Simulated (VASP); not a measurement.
Write the native input for VASP 6.6.1 that does the following.

* Task: relaxation of cell and atoms
* Functional: PBE
* Potentials or basis: VASP PAW PBE potentials, release 64 (Sn_d)
* Cutoff: 600 eV
* k mesh: 10 × 10 × 10
* Occupations: gaussian, width 0.03 eV
* Spin: no spin polarisation
* Further INCAR settings: ALGO = Normal; EDIFF = 1e-07; IBRION = 2; EDIFFG = -0.005; NSW = 90; ISIF = 3

The structure of Sn lies in POSCAR:

```
Sn                                      
1.0
    0.0000000000      3.3261629196      3.3261629196
    3.3261629196     -0.0000000000      3.3261629196
    3.3261629196      3.3261629196      0.0000000000
  Sn            
     2
Direct
     0.0000000000000000    0.0000000000000000    0.0000000000000000
     0.2500000000000000    0.2500000000000000    0.2500000000000000
```

This isn't the form of Sn at room conditions, which is tetragonal (white tin).

One way to write it, as run:

INCAR

```
SYSTEM = Sn
  ALGO = Normal
  EDIFF = 1E-7
  EDIFFG = -0.005
  ENCUT = 600
  GGA = PE
  IBRION = 2
  ISIF = 3
  ISMEAR = 0
  LASPH = .TRUE.
  LCHARG = .FALSE.
  LREAL = .FALSE.
  LWAVE = .FALSE.
  NELM = 80
  NSW = 90
  PREC = Accurate
  SIGMA = 0.03
```

KPOINTS

```
k-points
0
G
  10 10 10
  0 0 0
```

Potentials or basis: VASP PAW PBE potentials, release 64 (Sn_d).

The run is started by

```sh
$ cat potpaw_PBE.64/Sn_d/POTCAR > POTCAR
$ mpirun -np 1 vasp_std > vasp.out
```

It gave:

| Quantity | Value |
| --- | --- |
| Relaxed volume | 36.85 Å³/atom |
| Relaxed cell | a = 4.706 Å, b = 4.706 Å, c = 4.706 Å, α = 60.00°, β = 60.00°, γ = 60.00° |
| Space group after relaxing (to 0.05 Å) | Fd-3m (No. 227) |
| Energy gained by relaxing | 0.0 meV/atom |
| Ionic steps | 2 |
| Pressure after relaxing | 0.0 GPa |
| Band gap on the k mesh | none (metal or under the smearing width) |

It took 65 s on 1 thread of Intel(R) Xeon(R) 6975P-C (Granite Rapids) (shared host), peak memory 0.27 GiB.
